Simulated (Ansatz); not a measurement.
# Ta: one crystal by all-electron and frozen-core methods

Aim: solve Ta at one geometry with all-electron LAPW, PAW on the default files and all-electron PAW on datasets made for the crystal, and see where they agree.

This is Ta in the simple cubic structure; at room conditions it is bcc.

Program: Ansatz 0.2.0. Level of theory: DFT PBE, scalar-relativistic. These are calculated values, not measurements.

1 further run of the same task is left out (set aside as unsound or not needed).

## (1) Starting point

The structure is cubic, space group Pm-3m (No. 221). The conventional cell has a = 2.742 Å, b = 2.742 Å, c = 2.742 Å, α = 90.00°, β = 90.00°, γ = 90.00°. Around Ta (site symmetry m-3m) lie 6 Ta at 2.74 Å.

As a file:

```cif
data_structure
_symmetry_space_group_name_H-M 'P 1'
_symmetry_Int_Tables_number 1
_cell_length_a 2.7417
_cell_length_b 2.7417
_cell_length_c 2.7417
_cell_angle_alpha 90.000
_cell_angle_beta 90.000
_cell_angle_gamma 90.000
_cell_volume 20.61
loop_
_atom_site_label
_atom_site_type_symbol
_atom_site_fract_x
_atom_site_fract_y
_atom_site_fract_z
_atom_site_occupancy
Ta1 Ta 0.00000 0.00000 0.00000 1
```

The cell was relaxed by PAW from a hypothetical start (sc type); it needn't be the stable phase of this composition.

## (2) All-electron LAPW

input.yaml reads:

```yaml
crystal:
  lattice:
    - [2.7417253375, 0.0, 0.0]
    - [0.0, 2.7417253375, 0.0]
    - [0.0, 0.0, 2.7417253375]
  atoms:
    - { symbol: Ta, position: [0.0, 0.0, 0.0] }
kpoints:
  mp_grid: { grid: [13, 13, 13] }
  band_path:
    path:
      - [0.0, 0.0, 0.0]
      - [0.0, 0.5, 0.0]
      - [0.5, 0.5, 0.0]
      - [0.0, 0.0, 0.0]
      - [0.5, 0.5, 0.5]
      - [0.0, 0.5, 0.0]
      - [0.5, 0.5, 0.5]
      - [0.5, 0.5, 0.0]
    npoints: 8
scf:
  occupations: { method: fermi_dirac, width: 0.03 }
hamiltonian:
  xc: pbe
  pseudopotentials: { kind: all_electron, lapw: { basis_error: 0.0005 } }
output:
  forces: true
  stress: true
  eigenvalues: true
  populations: true
  dos: { projected: true, de: 0.2, e_range: [-14, 8] }
```

## (3) PAW on the default files

input.yaml, as its differences from that of step 2:

```diff
@@ -24,3 +24,3 @@
   xc: pbe
-  pseudopotentials: { kind: all_electron, lapw: { basis_error: 0.0005 } }
+  pseudopotentials: { kind: paw }
 output:
@@ -29,3 +29,5 @@
   eigenvalues: true
+  efg: { contact_densities: true }
   populations: true
+  bader: true
   dos: { projected: true, de: 0.2, e_range: [-14, 8] }
```

## (4) All-electron PAW on datasets made for the crystal

input.yaml, as its differences from that of step 3:

```diff
@@ -24,3 +24,3 @@
   xc: pbe
-  pseudopotentials: { kind: paw }
+  pseudopotentials: { kind: all_electron, datasets: crystal }
 output:
@@ -30,4 +30 @@
   efg: { contact_densities: true }
-  populations: true
-  bader: true
-  dos: { projected: true, de: 0.2, e_range: [-14, 8] }
```

(Steps that only read results are left out.)

Before running it: what results should come out? Wanted: pressure; gap.

The runs gave:

| quantity | value |
| --- | --- |
| pressure | LAPW -0.09, PAW -0.02, crystal datasets -0.09 GPa |
| gap (LAPW) | none |

What this shows: The pressure is within half a GPa of zero, so the volume is close to equilibrium at this level. The count of 43 electrons in bands leaves a band partly filled, so there is no gap. Within 0.3 eV of the Fermi level the largest projected share is Ta 5d (94 %). The projection holds only the free atom's occupied shells (Ta 6s, Ta 5d in this range). In pressure, PAW differs from LAPW by +0.07 GPa. LAPW took about 1.9 times as long as PAW (15 s against 8 s, on a shared host and with the outputs that each input asks for). Spin-orbit coupling is left out, though the cell holds Ta; in elements this heavy it can shift bands and gaps by tenths of an eV.
